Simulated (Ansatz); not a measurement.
# Mo: computed properties

All numbers below come from Ansatz 0.2.0, DFT PBE, scalar-relativistic, plane waves, PAW.

Cutoff 420 eV; k points 18×18×18 on the computed 1-atom cell (Γ-centred); Gaussian smearing, width 0.10 eV; no spin polarisation.

The structure is relaxed at this level of theory with its symmetry kept.

```cif
data_structure
_symmetry_space_group_name_H-M 'Im-3m'
_symmetry_Int_Tables_number 229
_cell_length_a 3.1604
_cell_length_b 3.1604
_cell_length_c 3.1604
_cell_angle_alpha 90.000
_cell_angle_beta 90.000
_cell_angle_gamma 90.000
_cell_volume 31.57
loop_
_atom_site_label
_atom_site_type_symbol
_atom_site_symmetry_multiplicity
_atom_site_Wyckoff_symbol
_atom_site_fract_x
_atom_site_fract_y
_atom_site_fract_z
_atom_site_occupancy
Mo1 Mo 2 a 0.00000 0.00000 0.00000 1
```

(1) Formation energy from the elements' standard states (uncorrected)?

(2) Density of states at the Fermi level?

(3) Löwdin character within 0.5 eV of the Fermi level?

(4) Bulk modulus?

(5) Its pressure derivative?

(6) Bader charges (e)?

Answers

(1) +0.003 eV/atom.

(2) 0.59 states/eV per cell.

(3) Mo 4d 90 %, unprojected 5 %.

(4) 260 GPa.

(5) 4.4.

(6) Mo (1 in the cell) 0.00.